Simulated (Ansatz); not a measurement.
Cu:

```
CELL_PARAMETERS angstrom
1.21846 -3.97638 0.00000
1.21846 3.97638 0.00000
0.00000 0.00000 2.47550
ATOMIC_POSITIONS crystal
Cu 0.86613 0.13387 0.75000
Cu 0.13387 0.86613 0.25000
```

This isn't the form of Cu at room conditions, which is fcc.

```yaml
Program: Ansatz 0.2.0
Task: relaxation of cell and atoms
Functional: PBE
Potentials_or_basis: Ansatz PAW
Cutoff: "420 eV (not typed: the program's choice for these potentials)"
k_mesh: 11 × 11 × 11
Occupations: fermi-dirac, width 0.05 eV
Spin: no spin polarisation
```

At the start: volume 11.99 Å³/atom.

Question: How do energy, volume and symmetry change on relaxing?

Answer: It ends after 5 steps and the volume is 12.57 Å³/atom (+4.8 %); space group Cmcm (No. 63, to 0.05 Å).

Step by step:
```
step  energy change (eV)  largest force (eV/Å)  volume (Å³)
   1              0.0000                0.0490        23.99
   2             -0.0158                0.0211        24.51
   3             -0.0219                0.0031        25.08
   4             -0.0219                0.0001        25.14
   5             -0.0227                0.0001        25.14
```

Final structure:
```
Cu
1.0
     1.24061   -4.01704    0.00000
     1.24061    4.01704    0.00000
     0.00000    0.00000    2.52212
Cu
2
Direct
  0.86591 0.13409 0.75000
  0.13409 0.86591 0.25000
```

Caveat: the plane-wave basis is chosen anew once the cell has moved, so the energies of steps on either side of that aren't comparable.
